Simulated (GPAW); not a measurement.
# In: equation of state with PBE

The system is In.

```
In
1.0
    -1.88253    1.88253    1.88253
     1.88253   -1.88253    1.88253
     1.88253    1.88253   -1.88253
In
1
Direct
  0.00000 0.00000 0.00000
```

This isn't the form of In at room conditions, which is tetragonal.

- Program: GPAW 26.7.0
- Task: equation of state
- Functional: PBE
- Potentials or basis: GPAW PAW data sets (gpaw-data 1.2.1)
- Cutoff: 600 eV
- Basis: pw
- k mesh: 10 × 10 × 10
- Occupations: fermi-dirac, width 0.05 eV
- Spin: no spin polarisation
- Maxiter: 150
- Eos scales: [0.94, 0.96, 0.98, 1.0, 1.02, 1.04, 1.06]

| Quantity | Value |
| --- | --- |
| Equilibrium volume | 27.60 Å³/atom |
| Bulk modulus | 34 GPa |
| Pressure derivative of the bulk modulus | 4.9 |

Energy against volume, from the lowest point:
```
volume (Å³/atom)  energy (meV/atom)
          25.085              29.19
          25.618              17.34
          26.152               8.85
          26.686               3.34
          27.220               0.48
          27.753               0.00
          28.287               1.65
```

It took 50 s on 1 thread of Intel(R) Xeon(R) Platinum 8488C (Sapphire Rapids), on a shared host, peak memory 0.21 GiB.
